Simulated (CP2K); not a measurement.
Crystal: Sr.

```xyz
1
Lattice="4.2175 0.0000 0.0000 -1.4058 3.9763 0.0000 -1.4058 -1.9882 3.4436" Properties=species:S:1:pos:R:3 pbc="T T T"
Sr    0.0000    0.0000    0.0000
```

This isn't the form of Sr at room conditions, which is fcc.

* Program: CP2K 2026.2
* Task: single point
* Functional: PBE
* Potentials or basis: POTENTIAL_UZH Sr GTH-PBE-q10; TZVP-MOLOPT-PBE-GTH basis
* Density cutoff: 8163 eV
* k mesh: 8 × 8 × 8
* Occupations: fermi-dirac, width 0.05 eV
* Spin: no spin polarisation

On this cell: pressure -0.4 GPa; band gap on the k mesh none (metal or under the smearing width).

The same run follows on a disturbed copy (cell strained at random at fixed volume):

```
Sr
1.0
     4.20509    0.00000    0.00000
    -1.40943    4.01000    0.00000
    -1.28538   -2.13644    3.42481
Sr
1
Cartesian
  0.0666 0.0537 -0.0476
```

Problem. What does the disturbed cell give?

Solution. The energy (extrapolated to zero smearing) moves by +0.2 meV/atom; pressure -0.4 GPa; band gap on the k mesh none (metal or under the smearing width).

Stress tensor (GPa, compression positive):
```
-0.36  0.06  0.08
 0.06 -0.56  0.10
 0.08  0.10 -0.36
```

Caveats: the cell was measured hot, at 901 K; the basis of atomic orbitals isn't converged, which shifts pressures, moduli and gaps.
